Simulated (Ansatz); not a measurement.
## NaCl in Ansatz: the effect of functional

The system is NaCl.

```
CELL_PARAMETERS angstrom
0.00000 2.79406 2.79406
2.79406 0.00000 2.79406
2.79406 2.79406 0.00000
ATOMIC_POSITIONS crystal
Cl 0.50000 0.50000 0.50000
Na 0.00000 0.00000 0.00000
```

The cell is a database's computed one.

Alike in all runs:

* Program: Ansatz 0.2.0
* Task: single point
* Potentials or basis: all-electron PAW datasets made for the crystal
* k mesh: 6 × 6 × 6
* Occupations: fermi-dirac, width 0.05 eV
* Spin: no spin polarisation

```csv
functional,cutoff,gap on the mesh (eV),pressure (GPa)
PBEsol,180 eV (chosen from the basis error),?,?
HSE06,200 eV (chosen from the basis error),6.60,0.9
PBE0,200 eV (chosen from the basis error),7.32,0.9
```

What does the run with functional PBEsol give?

gap on the mesh 5.04 eV; pressure 0.2 GPa.

